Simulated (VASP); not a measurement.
## Si: relaxation of cell and atoms with vdW-DF2

Si:

```
CELL_PARAMETERS angstrom
0.00000 2.72185 2.72185
2.72185 0.00000 2.72185
2.72185 2.72185 0.00000
ATOMIC_POSITIONS crystal
Si 0.50000 0.50000 0.50000
Si 0.75000 0.75000 0.75000
```

```yaml
Program: VASP 6.6.1
Task: relaxation of cell and atoms
Functional: vdW-DF2
Potentials_or_basis: VASP PAW PBE potentials, release 64 (Si)
Cutoff: 600 eV
k_mesh: 8 × 8 × 8
Occupations: fermi-dirac, width 0.05 eV
Spin: no spin polarisation
Further_INCAR_settings: ALGO = Normal; EDIFF = 1e-06; IBRION = 2; EDIFFG = -0.01; NSW = 60; ISIF = 3
```

| Property | Result |
| --- | --- |
| Relaxed volume | 21.25 Å³/atom |
| Relaxed cell | a = 3.917 Å, b = 3.917 Å, c = 3.917 Å, α = 60.00°, β = 60.00°, γ = 60.00° |
| Space group after relaxing (to 0.05 Å) | Fd-3m (No. 227) |
| Energy gained by relaxing | 14.8 meV/atom |
| Ionic steps | 3 |
| Pressure after relaxing | 0.0 GPa |
| Band gap on the k mesh | 1.00 eV, indirect (least direct gap 2.56 eV) |

Step by step:
```
step  energy change (eV)  largest force (eV/Å)  pressure (GPa)  volume (Å³)
   1              0.0000                0.0000            4.59        40.33
   2             -0.0204                0.0000           -2.19        43.79
   3             -0.0295                0.0000            0.00        42.49
```

Final structure:
```
Si
1.0
     0.00000    2.76971    2.76971
     2.76971    0.00000    2.76971
     2.76971    2.76971    0.00000
Si
2
Direct
  0.50000 0.50000 0.50000
  0.75000 0.75000 0.75000
```

Levels at points of the mesh, in eV from the valence-band top:
| k point | band 1 | band 2 | band 3 | band 4 | band 5 | band 6 | band 7 | band 8 |
| --- | --- | --- | --- | --- | --- | --- | --- | --- |
| (0.00, 0.00, 0.00) | -11.47 | 0.00 | 0.00 | 0.00 | 2.61 | 2.77 | 2.77 | 2.77 |
| (0.50, 0.00, 0.00) | -9.33 | -6.57 | -1.10 | -1.10 | 1.45 | 3.65 | 3.65 | 8.02 |
| (0.50, 0.50, 0.00) | -7.59 | -7.59 | -2.59 | -2.59 | 1.13 | 1.13 | 9.72 | 9.72 |

Run time: 54 s on 1 thread of AMD EPYC 9R45 (Zen 5) (shared host), peak memory 0.35 GiB.

Caveat: the PAW data sets were made with another functional, which shifts forces and pressure a little. A k mesh can miss the band edges.
